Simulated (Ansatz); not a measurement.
Gas-phase electronic energies from Ansatz, PBE0-D4/def2-TZVP geometries. CCSD(T)/CBS adds triple-zeta CCSD(T) − MP2 to the extrapolated MP2 energy (def2 sets, frozen cores). Functionals use def2-TZVPP. B3LYP here is the variant with VWN-RPA as its local correlation; programs differ in this. Each species was taken in one conformer, which may not be the lowest.

`CB[SiH2]C` + `C=C1CC1` → `C=C1CC1C` + `B[SiH2]C`  (formal exchange of groups at a C–B bond)

| level | ΔE (kJ/mol) | difference from CCSD(T)/CBS |
| --- | --- | --- |
| PBE-D4 | 50.8 | 7.8 |
| r2SCAN-D4 | 50.4 | 7.4 |
| PBE0-D4 | 48.5 | 5.5 |
| B3LYP-D4 | 46.6 | 3.6 |
| ωB97X-V | 43.8 | 0.8 |
| ωB97M-V | 46.9 | 3.9 |
| B2PLYP | 45.1 | 2.1 |
| PBE | 51.5 | 8.5 |
| r2SCAN | 50.6 | 7.6 |
| PBE0 | 49.0 | 6.0 |
| B3LYP | 47.7 | 4.7 |
| HF/def2-TZVPP | 37.3 | -5.7 |
| MP2/def2-TZVPP | 41.3 | -1.7 |
| SCS-MP2/def2-TZVPP | 38.7 | -4.3 |
| CCSD/def2-TZVPP | 41.2 | -1.8 |
| CCSD(T)/def2-TZVPP | 41.7 | -1.3 |
| HF/def2-QZVPP | 37.1 | -5.9 |
| MP2/def2-QZVPP | 42.0 | -1.0 |
| SCS-MP2/def2-QZVPP | 39.5 | -3.5 |
| HF/CBS(def2) | 37.1 | -5.9 |
| MP2/CBS(def2) | 42.6 | -0.4 |
| CCSD/CBS(def2) | 42.5 | -0.5 |
| CCSD(T)/CBS | 43.0 | 0 |

Largest T1 diagnostic among the species: 0.011.

In def2-TZVPP, CCSD(T) changes the Hartree–Fock value by +4.4 kJ/mol (the triples alone add +0.5 kJ/mol) and MP2 by +4.1 kJ/mol.

CCSD(T)/CBS has its own doubt, a few kJ/mol and more with outer-core shells, so smaller differences from it don't rank the levels.
